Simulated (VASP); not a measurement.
# Pt (Im-3m) in VASP: a series of runs, part 2 of 2

VASP 6.6.1. Earlier steps stand in the parts before.

### Step 4. Single point, LDA

File INCAR:

```
PREC = Accurate
ENCUT = 400
EDIFF = 1E-6
ISMEAR = 1
SIGMA = 0.15
LREAL = False
LASPH = True
NELM = 100
ALGO = Normal
ISIF = 2
LWAVE = False
LCHARG = False
GGA = CA
ADDGRID = False
```

File KPOINTS:

```
Automatic mesh
0
Gamma
  7 7 7
```

File POSCAR:

```
Pt
1.0
   -1.5842200000      1.5842200000      1.5842200000
    1.5842200000     -1.5842200000      1.5842200000
    1.5842200000      1.5842200000     -1.5842200000
Pt
1
Direct
    0.0000000000      0.0000000000      0.0000000000
```

Potentials or basis: VASP PAW LDA potentials, release 64 (Pt).

On the command line:

```sh
cat potpaw_LDA.64/Pt/POTCAR > POTCAR
mpirun -np 1 vasp_std > vasp.out
```

OUTCAR:

```text
PREC = Accurate
   ENCUT = 400
   EDIFF = 1E-6
   ISMEAR = 1
   LREAL = False
   LASPH = True
   NELM = 100
   ISIF = 2
   GGA = CA

 Found     20 irreducible k-points:

 Following reciprocal coordinates:
            Coordinates               Weight
  0.000000  0.000000  0.000000      1.000000
  0.142857  0.000000  0.000000     12.000000
  0.285714  0.000000  0.000000     12.000000
  0.428571  0.000000  0.000000     12.000000
  0.142857  0.142857  0.000000     24.000000
  0.285714  0.142857 -0.000000     48.000000
   k-points           NKPTS =     20   k-points in BZ     NKDIM =     20   number of bands    NBANDS=      9
   number of dos      NEDOS =    301   number of ions     NIONS =      1
   total plane-waves  NPLWV =   5832
   dimension x,y,z NGX =    18 NGY =   18 NGZ =   18
   dimension x,y,z NGXF=    36 NGYF=   36 NGZF=   36
   ions per type =               1
   NGX,Y,Z   is equivalent  to a cutoff of  10.91, 10.91, 10.91 a.u.
   NGXF,Y,Z  is equivalent  to a cutoff of  21.81, 21.81, 21.81 a.u.
 SYSTEM =  unknown system
   PREC   = accura    normal or accurate (medium, high low for compatibility)
   ISTART =      0    job   : 0-new  1-cont  2-samecut
   ICHARG =      2    charge: 1-file 2-atom 10-const
   ISPIN  =      1    spin polarized calculation?
   LNONCOLLINEAR =      F non collinear calculations
   LSORBIT =      F    spin-orbit coupling
   LASPH  =      T    aspherical Exc in radial PAW
   ENCUT  =  400.0 eV  29.40 Ry    5.42 a.u.   4.47  4.47  4.47*2*pi/ulx,y,z
   NELM   =    100;   NELMIN=  2; NELMDL= -5     # of ELM steps
   EDIFF  = 0.1E-05   stopping-criterion for ELM
   LREAL  =      F    real-space projection
   EDIFFG = 0.1E-04   stopping-criterion for IOM
   NSW    =      0    number of steps for IOM
   IBRION =     -1    ionic relax: 0-MD 1-quasi-New 2-CG
   NFREE  =      0    steps in history (QN), initial steepest desc. (CG)
   ISIF   =      2    stress and relaxation
   ISYM   =      2    0-nonsym 1-usesym 2-fastsym
   POTIM  = 0.5000    time-step for ionic-motion
   TEBEG  =    0.0;   TEEND  =   0.0 temperature during run
   PSTRESS=    0.0 pullay stress
   NELECT =      10.0000    total number of electrons
   NUPDOWN=      -1.0000    fix difference up-down
   EMIN   =  10.00;   EMAX   =-10.00  energy-range for DOS
   EFERMI =   0.00;   METHOD = LEGACY
   ISMEAR =     1;   SIGMA  =   0.15  broadening in eV -4-tet -1-fermi 0-gaus
   EFERMI_NEDOS =   21; number of points for ismear=-14 and -15
   IALGO  =     38    algorithm
   IMIX   =      4    mixing-type and parameters
     AMIX     =   0.40;   BMIX     =  1.00
     AMIX_MAG =   1.60;   BMIX_MAG =  1.00
  volume/ion in A,a.u.               =      15.90       107.33
  Fermi-wavevector in a.u.,A,eV,Ry     =   1.402510  2.650360 26.763132  1.967035
  Thomas-Fermi vector in A             =   2.525265
   LORBIT       =      0    0 simple, 1 ext, 2 COOP (PROOUT), +10 PAW based schemes
   GGA     = CA    functional components
   LHFCALC =     F    Hartree Fock is set to
   AEXX    =    0.0000 exact exchange contribution
   IVDW    =     0    specifies the selected vdW correction
   LEPSILON=     F    determine dielectric tensor
   LRPA    =     F    only Hartree local field effects (RPA)
 non-spin polarized calculation
 Methfessel and Paxton  Order N= 1 SIGMA  =   0.15
  energy-cutoff  :      400.00
  volume of cell :       15.90
 maximum number of plane-waves:       321
 NGX is ok and might be reduce to    18
   NGX =  9   NGY =  9   NGZ =  9

 number of electron      10.0000004 magnetization

 Free energy of the ion-electron system (eV)
  ---------------------------------------------------
  ext. energy  EPLUGINS =         0.00000000
  ---------------------------------------------------
  free energy    TOTEN  =        -7.37183622 eV

  energy without entropy =       -7.37445071  energy(sigma->0) =       -7.37270772

 E-fermi :   9.9453     XC(G=0): -13.3801

 val. band max:        9.8781857906   @ k =  -0.4286  -0.4286   0.2857
 cond. band min:      10.0621380559   @ k =  -0.4286  -0.4286   0.1429
 fundamental gap:      0.1839522653
 Fermi energy:         9.9453289768

 k-point     1 :       0.0000    0.0000    0.0000
  band No.  band energies     occupation
      1       0.4803      2.00000
      2       6.4311      2.00000
      3       6.4311      2.00000
      4       6.4311      2.00000
      5       8.9620      2.00000
      6       8.9620      2.00000
      7      27.0109      0.00000
      8      27.0109      0.00000
      9      27.0109      0.00000

 k-point     2 :       0.1429    0.0000    0.0000
  band No.  band energies     occupation
      1       1.2753      2.00000
      2       6.1342      2.00000
      3       6.4178      2.00000
      4       7.0771      2.00000
      5       8.6474      2.00000
      6       8.9879      2.00000
      7      27.1388      0.00000
      8      27.1617      0.00000
      9      28.1867      0.00000

 k-point     3 :       0.2857    0.0000    0.0000
  band No.  band energies     occupation
      1       2.9510      2.00000
      2       5.5267      2.00000
      3       6.7020      2.00000
      4       8.5689      2.00000
      5       8.7868      2.00000
      6       9.0999      2.00000
      7      22.9010      0.00000
      8      25.3418      0.00000
      9      30.0696      0.00000

 k-point     4 :       0.4286    0.0000    0.0000
  band No.  band energies     occupation
      1       3.4106      2.00000
      2       5.0874      2.00000
      3       8.6214      2.00000
      4       9.2505      2.00000
      5       9.4164      2.00001
      6      10.6037     -0.00000
      7      17.3684      0.00000
      8      23.4485      0.00000
      9      26.2303      0.00000

 k-point     5 :       0.1429    0.1429    0.0000
  band No.  band energies     occupation
      1       2.6338      2.00000
      2       5.9057      2.00000
      3       6.0045      2.00000
      4       8.3525      2.00000
      5       8.4833      2.00000
      6       9.1734      2.00000
      7      25.3134      0.00000
      8      26.0710      0.00000
      9      29.0649      0.00000

 k-point     6 :       0.2857    0.1429   -0.0000
  band No.  band energies     occupation
      1       3.8699      2.00000
      2       5.3925      2.00000
      3       6.6960      2.00000
      4       8.5531      2.00000
      5       9.3143      2.00000
      6      10.9671     -0.00000
      7      19.8374      0.00000
      8      23.7760      0.00000
      9      26.2021      0.00000

 [... further k-points ...]

------------------------ aborting loop because EDIFF is reached ----------------------------------------

  FORCE on cell =-STRESS in cart. coord.  units (eV):
  Direction    XX          YY          ZZ          XY          YZ          ZX
  --------------------------------------------------------------------------------------
  -------------------------------------------------------------------------------------
  Total       -1.6376580     -1.6376580     -1.6376580     -0.0000000     -0.0000000      0.0000000
  in kB     -164.9784860   -164.9784860   -164.9784860     -0.0000000     -0.0000000      0.0000000
  external PRESSURE =    -164.9784860 kB  Pullay stress =       0.0000000 kB

 VOLUME and BASIS-vectors are now :
 -----------------------------------------------------------------------------
  energy-cutoff  :      400.00
  volume of cell :       15.90
      direct lattice vectors                 reciprocal lattice vectors
    -1.584220000  1.584220000  1.584220000     0.000000000  0.315612731  0.315612731
     1.584220000 -1.584220000  1.584220000     0.315612731  0.000000000  0.315612731
     1.584220000  1.584220000 -1.584220000     0.315612731  0.315612731  0.000000000

 POSITION                                       TOTAL-FORCE (eV/Angst)
 -----------------------------------------------------------------------------------
      0.00000      0.00000      0.00000         0.000000     -0.000000      0.000000
 -----------------------------------------------------------------------------------
    total drift:                                0.000000      0.000000      0.000000

  FREE ENERGIE OF THE ION-ELECTRON SYSTEM (eV)
  ---------------------------------------------------
  free  energy   TOTEN  =        -7.3718362186 eV

  energy  without entropy=       -7.3744507133  energy(sigma->0) =       -7.37270772
```

stdout:

```text
POSCAR found type information on POSCAR Pt
 POSCAR found :  1 types and       1 ions
 scaLAPACK will be used
 LDA part: xc-table for (Slater(with rela. corr.)+CA(PZ))
 , standard interpolation
 POSCAR, INCAR and KPOINTS ok, starting setup
 FFT: planning ... GRIDC
 FFT: planning ... GRID_SOFT
 FFT: planning ... GRID
 WAVECAR not read
 entering main loop
```

Run time: 2.4 s. Hardware: 1 thread of Intel Xeon Platinum 8488C (Sapphire Rapids), shared host; peak memory 0.11 GiB.

The run converged, but some of its settings lie outside the range that counts as converged, so its numbers aren't taken as properties of the crystal.

What came out:

| Item | Value |
| --- | --- |
| Free energy | -7.3718 eV |
| Pressure | -16.5 GPa |
| Band gap on the k mesh | none (metal or under the smearing width) |

Caveat: the k mesh is coarse (spacing up to 0.40 Å⁻¹), so the values aren't converged.

### Step 5. The reference run

An earlier run on the cell as given: functional PBEsol; potentials or basis VASP PAW PBE potentials, release 64 (Pt); cutoff 520 eV; k mesh 12 × 12 × 12; occupations fermi-dirac, width 0.05 eV; no spin polarisation.

* Pressure: -11.6 GPa
* Band gap on the k mesh: none (metal or under the smearing width)
